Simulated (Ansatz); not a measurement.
# ZnS: the cost of one run

Program: Ansatz 0.2.0. Level of theory: DFT PBEsol, scalar-relativistic, plane waves, PAW. These are calculated values, not measurements.

## (1) The system as given

It takes space group Fm-3m (No. 225, cubic). The conventional cell has a = 5.168 Å, b = 5.168 Å, c = 5.168 Å, α = 90.00°, β = 90.00°, γ = 90.00°. S (site symmetry m-3m) has 6 Zn at 2.58 Å as nearest neighbours. Around Zn (site symmetry m-3m) lie 6 S at 2.58 Å.

Structure file:

```
CELL_PARAMETERS angstrom
0.00000 2.58384 2.58384
2.58384 0.00000 2.58384
2.58384 2.58384 0.00000
ATOMIC_POSITIONS crystal
S 0.00000 0.00000 0.00000
Zn 0.50000 0.50000 0.50000
```

## (2) First run, at the start cell

Contents of input.yaml:

```yaml
crystal:
  lattice:
    - [0.0, 2.58384229, 2.58384229]
    - [2.58384229, 0.0, 2.58384229]
    - [2.58384229, 2.58384229, 0.0]
  atoms:
    - { symbol: S, position: [0.0, 0.0, 0.0] }
    - { symbol: Zn, position: [0.5, 0.5, 0.5] }
basis:
  ecutwfc: 420
  ecutrho_ratio: 4
kpoints:
  mp_grid: { grid: [12, 12, 12] }
hamiltonian:
  xc: pbesol
scf:
  occupations: { method: gaussian, width: 0.05 }
output:
  forces: true
  stress: true
  eigenvalues: true
```

Run with:

```sh
ansatz run input.yaml --threads 1 --pin off --max-ram 2560MiB --backend cpu --events-out ev --progress --plain --runs-dir out
```

What time and memory should one allow on 1 thread of Intel Xeon Platinum 8375C at 2.90GHz (Ice Lake), shared host?

About 1.8 s, with a peak of 0.39 GiB.
